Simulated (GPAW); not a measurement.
# GaP (F-43m) in GPAW: settings compared, part 2 of 2

GPAW 26.7.0. Earlier steps stand in the parts before.

### 4 Relaxation of cell and atoms, PBEsol

Input file run.py:

```python
from ase.filters import FrechetCellFilter
from ase.io import read, write
from ase.optimize import BFGS
from gpaw import GPAW, PW, setup_paths

setup_paths.insert(0, '.')

atoms = read('GaP.xyz')

calc = GPAW(mode=PW(600),
            xc='PBEsol',
            kpts={'size': (8, 8, 8), 'gamma': True},
            occupations={'name': 'fermi-dirac', 'width': 0.05},
            nbands=11,
            convergence={'density': 1e-05, 'forces': 0.0001},
            maxiter=150,
            txt='gpaw.txt')
atoms.calc = calc
opt = BFGS(FrechetCellFilter(atoms), trajectory='relax.traj', logfile='-')
done = opt.run(fmax=0.01, steps=100)
calc.write('gs.gpw')
write('result.traj', atoms)
print('Converged:', done)
print('Cell:', atoms.cell.cellpar().round(4))
print('Volume:', round(atoms.get_volume(), 4))
print(atoms.get_scaled_positions().round(5))
```

Input file GaP.xyz:

```xyz
2
Lattice="0.0000000000 2.7252500000 2.7252500000 2.7252500000 0.0000000000 2.7252500000 2.7252500000 2.7252500000 0.0000000000" Properties=species:S:1:pos:R:3 pbc="T T T"
Ga     0.0000000000      0.0000000000      0.0000000000
P      4.0878750000      4.0878750000      4.0878750000
```

Potentials or basis: PAW data sets generated in the run's folder for this functional, pw.

Run with:

```console
> gpaw-setup -f PBEsol Ga P
> OMP_NUM_THREADS=1 python run.py
```

Wall time 31 s (1 thread of Arm Neoverse V1, shared host); peak memory 0.17 GiB.

It converged, with:

```yaml
Free_energy: -9.8278 eV
Relaxed_volume: 20.58 Å³/atom
Relaxed_cell: a = 3.876 Å, b = 3.876 Å, c = 3.876 Å, α = 60.00°, β = 60.00°, γ = 60.00°
Space_group_after_relaxing_to_0.05_Å: F-43m (No. 216)
Energy_gained_by_relaxing: 1.7 meV/atom
Ionic_steps: 3
Pressure_after_relaxing: 0.0 GPa
Band_gap_on_the_k_mesh: 1.56 eV, indirect (least direct gap 1.67 eV)
```

The path:
```csv
step,energy change (eV),largest force (eV/Å),pressure (GPa),volume (Å³)
1,0.0000,0.0000,1.54,40.48
2,-0.0014,0.0000,1.15,40.65
3,-0.0034,0.0000,0.02,41.16
```

Final structure:
```cif
data_structure
_symmetry_space_group_name_H-M 'P 1'
_symmetry_Int_Tables_number 1
_cell_length_a 3.8757
_cell_length_b 3.8757
_cell_length_c 3.8757
_cell_angle_alpha 60.000
_cell_angle_beta 60.000
_cell_angle_gamma 60.000
_cell_volume 41.16
loop_
_atom_site_label
_atom_site_type_symbol
_atom_site_fract_x
_atom_site_fract_y
_atom_site_fract_z
_atom_site_occupancy
Ga1 Ga 0.00000 0.00000 0.00000 1
P1 P 0.75000 0.75000 0.75000 1
```

Levels at points of the mesh, in eV from the valence-band top:
| k point | band 2 | band 3 | band 4 | band 5 | band 6 | band 7 |
| --- | --- | --- | --- | --- | --- | --- |
| (0.00, 0.00, 0.00) | 0.00 | 0.00 | 0.00 | 1.67 | 3.87 | 3.87 |
| (0.50, 0.50, 0.00) | -6.69 | -2.64 | -2.64 | 1.56 | 1.76 | 10.45 |
| (0.50, 0.50, 0.50) | -6.56 | -1.10 | -1.10 | 1.58 | 4.68 | 4.68 |

Caveat: the data sets keep Ga 3d, Li 1s and Be 1s frozen, and some such compounds lay over 1.5 % in volume off other programs; later steps reuse the first step's grids. A k mesh can miss the band edges.

### 5 Relaxation of cell and atoms, RPBE

Input file run.py:

```python
from ase.filters import FrechetCellFilter
from ase.io import read, write
from ase.optimize import FIRE
from gpaw import GPAW, PW

atoms = read('POSCAR')

calc = GPAW(mode=PW(600),
            xc='RPBE',
            kpts={'size': (8, 8, 8), 'gamma': True},
            occupations={'name': 'fermi-dirac', 'width': 0.05},
            nbands=11,
            convergence={'density': 1e-05, 'forces': 0.0001},
            maxiter=150,
            txt='gpaw.txt')
atoms.calc = calc
opt = FIRE(FrechetCellFilter(atoms), trajectory='relax.traj', logfile='-')
done = opt.run(fmax=0.02, steps=40)
calc.write('gs.gpw')
write('result.traj', atoms)
print('Converged:', done)
print('Cell:', atoms.cell.cellpar().round(4))
print('Volume:', round(atoms.get_volume(), 4))
print(atoms.get_scaled_positions().round(5))
```

Input file POSCAR:

```
GaP
1.0
    0.0000000000      2.7252500000      2.7252500000
    2.7252500000      0.0000000000      2.7252500000
    2.7252500000      2.7252500000      0.0000000000
Ga P
1 1
Direct
    0.0000000000      0.0000000000      0.0000000000
    0.7500000000      0.7500000000      0.7500000000
```

Potentials or basis: the program's PAW data sets (release 1.2.1) made for this functional, pw.

Run with:

```console
> OMP_NUM_THREADS=1 python run.py
```

It took 1.9 min on 1 thread of Arm Neoverse V1, shared host; peak memory 0.24 GiB.

Results (log left out):

| Item | Value |
| --- | --- |
| Free energy | -8.4078 eV |
| Relaxed volume | 21.81 Å³/atom |
| Relaxed cell | a = 3.951 Å, b = 3.951 Å, c = 3.951 Å, α = 60.00°, β = 60.00°, γ = 60.00° |
| Space group after relaxing (to 0.05 Å) | F-43m (No. 216) |
| Energy gained by relaxing | 31.4 meV/atom |
| Ionic steps | 13 |
| Pressure after relaxing | 0.1 GPa |
| Band gap on the k mesh | 1.40 eV, direct |

The path:
| step | energy change (eV) | largest force (eV/Å) | pressure (GPa) | volume (Å³) |
| --- | --- | --- | --- | --- |
| 1 | 0.0000 | 0.0000 | 6.70 | 40.48 |
| 2 | -0.0196 | 0.0000 | 5.42 | 41.00 |
| 3 | -0.0456 | 0.0000 | 3.28 | 41.96 |
| 4 | -0.0615 | 0.0000 | 0.84 | 43.21 |
| 5 | -0.0590 | 0.0000 | -1.40 | 44.58 |
| 6 | -0.0592 | 0.0000 | -1.36 | 44.55 |
| 7 | -0.0598 | 0.0000 | -1.26 | 44.49 |
| 8 | -0.0604 | 0.0000 | -1.12 | 44.39 |
| 9 | -0.0612 | 0.0000 | -0.93 | 44.27 |
| 10 | -0.0619 | 0.0000 | -0.72 | 44.13 |
| 11 | -0.0625 | 0.0000 | -0.47 | 43.98 |
| 12 | -0.0628 | 0.0000 | -0.20 | 43.81 |
| 13 | -0.0628 | 0.0000 | 0.12 | 43.63 |

Final structure:
```
Ga P
1.0
     0.00000    2.79410    2.79410
     2.79410    0.00000    2.79410
     2.79410    2.79410    0.00000
Ga P
1 1
Direct
  0.00000 0.00000 0.00000
  0.75000 0.75000 0.75000
```

Levels at points of the mesh, in eV from the valence-band top:
```
           k point  band 1  band 2  band 3  band 4  band 5  band 6  band 7
(0.00, 0.00, 0.00)  -11.90    0.00    0.00    0.00    1.40    3.97    3.97
(0.50, 0.50, 0.00)   -9.41   -6.34   -2.40   -2.40    1.93    1.99   10.13
(0.50, 0.50, 0.50)  -10.19   -6.15   -1.00   -1.00    1.59    4.80    4.80
```

Caveat: the data sets keep Ga 3d, Li 1s and Be 1s frozen, and some such compounds lay over 1.5 % in volume off other programs; later steps reuse the first step's grids. Zero-point motion and thermal expansion aren't in these numbers.

### 6 Overview

| level | potentials or basis | optimizer | fmax | max steps | gap on the mesh (eV) | pressure (GPa) | relaxed volume (Å³/atom) |
| --- | --- | --- | --- | --- | --- | --- | --- |
| PBE | GPAW PAW data sets (gpaw-data 1.2.1), pw | LBFGS | 0.02 eV/Å | 100 | 1.47 | 0.0 | 21.30 |
| LDA | the program's PAW data sets (release 1.2.1) made for this functional, pw | BFGS | 0.05 eV/Å | 40 | 1.50 | 0.0 | 20.07 |
| PBEsol | PAW data sets generated in the run's folder for this functional, pw | BFGS | 0.01 eV/Å | 100 | 1.56 | 0.0 | 20.58 |
| RPBE | the program's PAW data sets (release 1.2.1) made for this functional, pw | FIRE | 0.02 eV/Å | 40 | 1.40 | 0.1 | 21.81 |

Alike in all rows: task relaxation of cell and atoms; no spin polarisation; cell relaxed; k mesh 8 × 8 × 8; cutoff (eV) 600; smearing fermi-dirac 0.05 eV.

Caveats: the data sets keep Ga 3d, Li 1s and Be 1s frozen, and some such compounds lay over 1.5 % in volume off other programs; later steps reuse the first step's grids.

Total energies depend on the potentials used, so only differences within one code and one set of settings carry meaning.
